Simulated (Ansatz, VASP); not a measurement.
## Sb (zigzag Sb chain): VASP beside Ansatz

One calculation is typed for both programs; each brings its own data sets. How far apart do they land? The structure shown is the start of the Ansatz relaxation below; VASP solves that cell, so the two are compared at the walk's first step. Other levels of theory on this material are compared in a session of their own.

Method: plane waves, with VASP 6.6.1 beside it; single point at r2SCAN, in Ansatz 0.2.0.

**1. The structure**

The cell holds 2 atoms: 2 Sb. Cell: a = 9.000 Å, b = 7.500 Å, c = 4.664 Å, α = 90.0°, β = 90.0°, γ = 90.0°. Vacuum lies along a and b. The structure's axis is c.

**2. Ansatz: relaxation, r2SCAN**

Ansatz runs on its default PAW (the set named soft_2) files.

The two programs are compared at the cell with which this relaxation starts, whose forces are those of its first step.

input.yaml

```yaml
crystal:
  lattice:
    - [9.0, 0.0, 0.0]
    - [0.0, 7.5, 0.0]
    - [0.0, 0.0, 4.6637291855]
  atoms:
    - { symbol: Sb, position: [0.431118089, 0.5, 0.0], spin: 0.3 }
    - { symbol: Sb, position: [0.568881911, 0.5, 0.5], spin: 0.3 }
magnetization:
  spin_polarized: true
kpoints:
  mp_grid: { grid: [1, 1, 18] }
scf:
  occupations: { method: fermi_dirac, width: 0.05 }
hamiltonian:
  xc: r2scan
relax:
  cell: { fix: [a, b, alpha, beta, gamma] }
  max_steps: 60
```

On the command line:

```sh
$ ansatz run input.yaml --threads 4 --pin off --max-ram 8192MiB --backend cpu --events-out ev --progress --plain --runs-dir out
```

Numbers of over 12 decimals in the logs are rounded to 6 here.

The program printed:

```text
Engine: ansatz 0.2.0, aarch64-unknown-linux-gnu
Pseudopotentials: kind: paw
Pseudopotential: Sb, paw, valence charge 15, recommended cutoff 500 eV (meta_gga), Sb.paw.azcp
Functional definition: r2SCAN
  parameter k0 = 0.174
  parameter k1 = 0.065
  parameter a1 = 4.9479
  exchange = r2scan_x(k0 = k0, k1 = k1, a1 = a1)
  correlation = r2scan_c
Crystal: 2 atoms, lattice volume = 314.802 Å³
Basis set: ecut = 500 eV, 8019 PW (Γ), exchange–correlation on 288×240×144 points (64 copies of the dense FFT grid, shifted against one another)
Bands: 20, of which v1, the nominal top of the filled ones, is band 15 counted from 1 (14 counted from 0)
Symmetry: 8 space group operations
Space group: Pmma (ITA 51), of the structure as read, at distance tolerance 6.8e-5 Å
Magnetic group: BNS 51.289 (UNI 387), of the structure as read, at distance tolerance 6.8e-5 Å
k-points: 10 of 18
Non-local potential: Sb, projectors of the file, l = 0: 2, l = 1: 2, l = 2: 2, l = 3: 2
PAW form: soft (Blöchl's): semilocal exchange-correlation on the pseudo side does not see the compensation charge
PAW frozen core: Sb, regenerated for the run's functional (the file was generated under x = pbe(κ = 0.804, μ = 0.219515), c = pbe(β = 0.066725))
PAW one-centre angular grid: Sb, 590 points (default); XC on 160 Gauss nodes
Initial density: superposition of atomic densities (neutral atoms: chi_scale 0, normalization atom)
Starting moments: Σ|m| = 0.6 μB on 2 of 2 sites
Initial wavefunctions: pseudopotential atomic-orbital guess
Functional: x = r2scan, c = r2scan; τ floored in thin density (d = 2e-4 eV/Å³)
iter 1 solved again at ethr=5.68e-4 eV; its pass at ethr=3.10e-3 eV (dr2=1.70e-1 eV) is discarded
SCF iter   1: F=—  HF=-12995.970369 eV  |F-HF|=—  |Δ(HF+E_count)|=         —  Δρ=8.21e-3 (↑7.23e-3 ↓8.21e-3)  dr2=1.74e-1  dr2_τ=2.10e-3  dr2_m=1.35e-1  M=0.089 μB ∫|m|=0.090 μB  β_m=0.30  ethr=5.68e-4  ⟨swp⟩=1.6  Hψ=2963  notcnv=0
preconditioner: auto → Resta (q_TF=auto, 1.844 Å⁻¹)  ε∞=1.7  [insulator: Δε(μ)=0.115 eV  Ē_g=7.127 eV  σ=0.050 eV  W_gap=0.52  n_scr=38 (ndim 8)  ℏωp=6.0 eV  f_vac=0.645  D(μ)=1.55/eV (n_scr^D=4)  ε∞_Penn≈1.7  vacuum switching on, ρ_ref=3.7e-3 e/Å³]
spin=Collinear: Resta preconditioning applied to the charge; magnetization (m = ρ↑ − ρ↓) channel mixes plain (no charge-response kernel on spin).
SCF iter   2: F=—  HF=-12995.983214 eV  |F-HF|=—  |Δ(HF+E_count)|=   1.28e-2  Δρ=5.87e-3 (↑5.12e-3 ↓5.87e-3)  dr2=8.35e-2  dr2_τ=3.07e-4  dr2_m=6.74e-2  M=0.076 μB ∫|m|=0.077 μB  β_m=0.30  ethr=5.68e-4  ⟨swp⟩=3.5  Hψ=559  notcnv=0  κ⁻¹=1.0e0(r=1)
preconditioner: auto → LDOS  [metal: Δε(μ)=0.106 eV  Ē_g=7.252 eV  σ=0.050 eV  W_gap=0.48  n_scr=38 (ndim 8)  ℏωp=6.0 eV  f_vac=0.649  D(μ)=1.41/eV (n_scr^D=4)]
spin=Collinear: LDOS preconditioning applied to the charge; magnetization (m = ρ↑ − ρ↓) channel mixes plain (no charge-response kernel on spin).
SCF iter   3: F=—  HF=-12995.996821 eV  |F-HF|=—  |Δ(HF+E_count)|=   1.36e-2  Δρ=3.58e-3 (↑3.34e-3 ↓3.58e-3)  dr2=2.58e-3  dr2_τ=6.66e-5  dr2_m=3.38e-2  M=0.065 μB ∫|m|=0.067 μB  β_m=0.30  ethr=2.78e-4  ⟨swp⟩=3.2  Hψ=649  notcnv=0  κ⁻¹=5.5e-3(r=2)
SCF iter   4: F=—  HF=-12996.003505 eV  |F-HF|=—  |Δ(HF+E_count)|=   6.68e-3  Δρ=2.48e-3 (↑2.39e-3 ↓2.48e-3)  dr2=5.81e-4  dr2_τ=1.88e-5  dr2_m=1.69e-2  M=0.057 μB ∫|m|=0.059 μB  β_m=0.30  ethr=8.61e-6  ⟨swp⟩=2.2  Hψ=610  notcnv=0  κ⁻¹=1.0e-3(r=3)
SCF iter   5: F=—  HF=-12996.006725 eV  |F-HF|=—  |Δ(HF+E_count)|=   3.22e-3  Δρ=1.72e-3 (↑1.72e-3 ↓1.72e-3)  dr2=5.55e-5  dr2_τ=8.31e-6  dr2_m=8.52e-3  M=0.051 μB ∫|m|=0.052 μB  β_m=0.30  ethr=1.94e-6  ⟨swp⟩=2.6  Hψ=615  notcnv=0  κ⁻¹=1.2e-4(r=4)
SCF iter   6: F=—  HF=-12996.008001 eV  |F-HF|=—  |Δ(HF+E_count)|=   1.28e-3  Δρ=1.22e-3 (↑1.22e-3 ↓1.21e-3)  dr2=6.69e-6  dr2_τ=3.99e-6  dr2_m=4.28e-3  M=0.046 μB ∫|m|=0.047 μB  β_m=0.30  ethr=1.85e-7  ⟨swp⟩=2.7  Hψ=887  notcnv=0  κ⁻¹=6.2e-6(r=5)
SCF iter   7: F=—  HF=-12996.008623 eV  |F-HF|=—  |Δ(HF+E_count)|=   6.22e-4  Δρ=8.68e-4 (↑8.68e-4 ↓8.62e-4)  dr2=1.76e-6  dr2_τ=1.91e-6  dr2_m=2.16e-3  M=0.041 μB ∫|m|=0.043 μB  β_m=0.46  ethr=2.23e-8  ⟨swp⟩=3.9  Hψ=914  notcnv=0
Mixer restart at iter 7: flushing history
spin-set hold released at iteration 7 (site moments contracting): the magnetisation degrees of freedom join the quasi-Newton model from the next iteration; the mixer history was flushed
SCF iter   8: F=—  HF=-12996.009005 eV  |F-HF|=—  |Δ(HF+E_count)|=   3.81e-4  Δρ=4.81e-4 (↑4.81e-4 ↓4.77e-4)  dr2=1.07e-6  dr2_τ=6.11e-7  dr2_m=6.61e-4  M=0.036 μB ∫|m|=0.038 μB  β_m=1.17  ethr=5.88e-9  ⟨swp⟩=3.9  Hψ=923  notcnv=0  κ⁻¹=1.0e0(r=1)
[...]
Crystal: 2 atoms, lattice volume = 266.982 Å³
[...]
preconditioner: auto → LDOS  [metal: Δε(μ)=0.000 eV  Ē_g=8.378 eV  σ=0.050 eV  W_gap=0.00  n_scr=30 (ndim 8)  ℏωp=7.2 eV  f_vac=0.629  D(μ)=1.12/eV (n_scr^D=4)]
spin=Collinear: LDOS preconditioning applied to the charge; magnetization (m = ρ↑ − ρ↓) channel mixes plain (no charge-response kernel on spin).
[...]
Initial wavefunctions: pseudopotential atomic-orbital guess (no wavefunctions were taken with the density)
iter 1 solved again at ethr=1.22e-6 eV; its pass at ethr=3.10e-3 eV (dr2=3.67e-4 eV) is discarded
SCF iter   1: F=—  HF=-12997.009354 eV  |F-HF|=—  |Δ(HF+E_count)|=         —  Δρ=1.24e-5 (↑1.24e-5 ↓1.24e-5)  dr2=1.17e-7  dr2_τ=2.05e-7  dr2_m=4.47e-12  M=0.000 μB ∫|m|=0.000 μB  β_m=0.30  ethr=1.22e-6  ⟨swp⟩=3.1  Hψ=3306  notcnv=0
eigensolver tolerance schedule: the retry pair's looser diagonalisation over-reported the residual by 3127.23 of it (diagonalisation noise at an unbounded share of the residual, at the tolerance the schedule requests for it); recorded, not acted on — ethr = c·dr2/N_el stays at c = 1.0e-1
preconditioner: auto → LDOS  [metal: Δε(μ)=0.382 eV  Ē_g=8.384 eV  σ=0.050 eV  W_gap=0.50  n_scr=30 (ndim 8)  ℏωp=7.2 eV  f_vac=0.629  D(μ)=1.12/eV (n_scr^D=4)]
spin=Collinear: LDOS preconditioning applied to the charge; magnetization (m = ρ↑ − ρ↓) channel mixes plain (no charge-response kernel on spin).
SCF iter   2: F=—  HF=-12997.009380 eV  |F-HF|=—  |Δ(HF+E_count)|=   2.61e-5  Δρ=8.71e-6 (↑8.71e-6 ↓8.71e-6)  dr2=5.62e-8  dr2_τ=1.92e-8  dr2_m=2.36e-12  M=0.000 μB ∫|m|=0.000 μB  β_m=0.30  ethr=3.91e-10  ⟨swp⟩=3.3  Hψ=866  notcnv=0  κ⁻¹=1.0e0(r=1)
SCF iter   3: F=—  HF=-12997.009382 eV  |F-HF|=—  |Δ(HF+E_count)|=   1.34e-6  Δρ=4.42e-6 (↑4.42e-6 ↓4.42e-6)  dr2=1.42e-8  dr2_τ=4.88e-9  dr2_m=6.43e-13  M=0.000 μB ∫|m|=0.000 μB  β_m=1.20  ethr=1.87e-10  ⟨swp⟩=2.0  Hψ=502  notcnv=0  κ⁻¹=9.2e-2(r=2)
SCF iter   4: F=—  HF=-12997.009382 eV  |F-HF|=—  |Δ(HF+E_count)|=   4.81e-7  Δρ=3.24e-7 (↑3.24e-7 ↓3.24e-7)  dr2=2.69e-10  dr2_τ=1.84e-11  dr2_m=1.25e-14  M=0.000 μB ∫|m|=0.000 μB  β_m=0.79  ethr=4.73e-11  ⟨swp⟩=2.0  Hψ=704  notcnv=0  κ⁻¹=1.4e-3(r=3)
SCF iter   5: F=—  HF=-12997.009382 eV  |F-HF|=—  |Δ(HF+E_count)|=   1.94e-9  Δρ=1.65e-7 (↑1.64e-7 ↓1.65e-7)  dr2=9.52e-11  dr2_τ=3.27e-12  dr2_m=4.89e-15  M=0.000 μB ∫|m|=0.000 μB  β_m=1.20  ethr=1.00e-12  ⟨swp⟩=2.0  Hψ=502  notcnv=0  κ⁻¹=2.0e-4(r=4)
SCF iter   6: F=-12997.009382 eV  HF=-12997.009382 eV  |F-HF|=3.09e-11  |Δ(HF+E_count)|=  4.04e-10  Δρ=3.50e-8 (↑3.49e-8 ↓3.50e-8)  dr2=4.68e-12  dr2_τ=1.87e-13  dr2_m=2.81e-16  M=0.000 μB ∫|m|=0.000 μB  ethr=1.00e-12  ⟨swp⟩=4.8  Hψ=1789  notcnv=0
the starting moments were not kept: the SCF closed with an absolute magnetisation of 1.3e-7 μB, where they sum to 0.6 μB in size (2 sites). That is at most 0.1 of that sum. Measured as dr2_m measures the in/out step, that magnetisation stands 1.2e-15 eV from none, at or under the dr2_threshold of 2.0e-11 eV: it is no larger than a step whose dr2_m would equal this threshold.
SCF 9 converged in 6 iterations: F = -12997.009382 eV  dr2 = 4.68e-12
relax step   9: F+E_penalty+E_count = -12997.00938210 eV  Δ(F+E_penalty+E_count) = +3.063e-4 eV  max|allowed force component| = 4.304e-4 eV/Å  Δτ_max = 0.0000 Å  P = +0.021 GPa  Ω = 266.982 Å³  fix = [a, b, alpha, beta, gamma]  reactions: a -0.124, b +0.187 GPa  stress off target by 1.44e-3 GPa on what of the cell is left free  SCF on the basis re-selected at this cell (its energy is not comparable with the rows above)  (6 SCF iters)
basis re-selected at this cell: Δ(F+E_penalty+E_count) = +3.063e-4 eV, ΔP = -0.001 GPa vs the last step (what re-selecting the basis moved, of the pressure what is left beyond the Pulay correction that the steps carried, after the strain that the cell walked since its last selection, with what the two solves' SCF thresholds leave and, on support functions, any second-order correction that the steps lacked; it is no measure of the basis error at this ecutwfc). The dense FFT grid was sized anew with the basis: this SCF ran on 72×60×30 points, the steps before it on 72×60×36, so part of this shift can come from that change (see relax.cell in the input reference). [rest of the remark cut]
SCF converged after 6 iterations
Stability not checked: this state was not tested for a lower state beside it, because the mixer in use, unlike msr1, does not test its closes by its own steps (another_mixer; see scf.mixing.algorithm and scf.lower_state_search)
Magnetization: 0.0000 μB (15.0000 up, 15.0000 down)
Absolute magnetization: 0.0000 μB (∫|ρ↑−ρ↓|, with the PAW one-centre terms)
Spin contamination: 0.0000 ħ² per cell (⟨S²⟩ above its minimum at these occupations)
Per-site moments (μB) at R_I (Å): [(2.1620405425109724e-8, 1.123376), (2.1620405250503722e-8, 1.123376)]
Free energy (F): -12997.009382 eV
Harris-Foulkes:  -12997.009382 eV  (|F-HF|=3.09e-11)
Internal energy: -12997.001586 eV  (E = F + TS)
E sigma→0 (E₀):  -12997.005484 eV
Entropy (-TS):   -0.007796 eV (-3.898 meV/atom)
Fermi energy:    -1.677918 eV
--- Per-component energies (eV) ---
  E_band       = -679.299678
  E_kinetic    = 410.284956
  E_local      = -7071.328387  (includes V_loc(G=0)·N_el)
  E_nonlocal   = 725.868490
  E_hartree    = 3228.666260
  E_xc         = -252.084009
  E_vxc        = -202.952732  (∫ρ·V_xc dr)
  E_paw        = -9203.695323  (= ΣΔE_a)
  E_vpaw       = -1013.341527  (= ΣTr[D̂ρ^β])
  E_aug_tail   = -0.000001  (compensation charges beyond the density's cutoff)
  E_vtau       = 14.837074  (kinetic-family band-sum trace: ∫τ·v_τ [+ j·A + Jᵃ·Aᵃ] dr)
  E_ewald      = -835.725646
  E_core_change = 1.012074  (= ΣΔE_core)
  E_smearing   = -0.007796  (= −TS)
  E_closure    = -0.000000  (closes the sum)
  Σ components = -12997.009382   (vs F -12997.009382, Δ=0.00e0)
--- Forces (eV/Å), atoms counted from 1 ---
  atom   1  Sb    -0.00043035     0.00000000     0.00000000
  atom   2  Sb     0.00043035    -0.00000000    -0.00000000
  max |Σ_I F_I| component: 5.42e-20 eV/Å
--- Stress (GPa, compression-positive) ---
       -0.123564      -0.000000      -0.000000
       -0.000000       0.186573       0.000000
       -0.000000       0.000000      -0.001439
  P = ⅓ Tr σ = 0.0205 GPa (0.205 kbar)
--- Relaxed structure (8 steps of the walk, 8 accepted, 1 SCFs on fresh bases) ---
  F+E_penalty+E_count = -12997.00938210 eV   max|allowed force component| = 4.304e-4 eV/Å   (the final SCF, on the basis selected at the relaxed cell)
  cell:  # Å, volume = 266.9818 Å³
    - [9.0, 0, 0]
    - [0, 7.5, 0]
    - [0, 0, 3.955286]
  atoms:
    - { symbol: Sb, position: [0.395984, 0.500000, 0.0] }
    - { symbol: Sb, position: [0.604016, 0.500000, 0.5] }
```

Reading the cycles: dr2 is the Hartree energy of the density residual (eV), the measure of convergence; HF is the Harris–Foulkes estimate of the energy, which meets the free energy F at convergence.

(Part 1 of 2 ends here.)

[Lines on the potential files, build, host, timing and source positions are cut from VASP's logs without a mark.]

[Logs are printed without paths, hosts, clocks, repeated set-up lines and the standing remarks that a program may print on its own settings, such as how far it seeks lower states.]

[Hosts, paths, dates, database ids (printed as entryN), source tags and the programs' standing remarks are cut or masked in the printed files.]
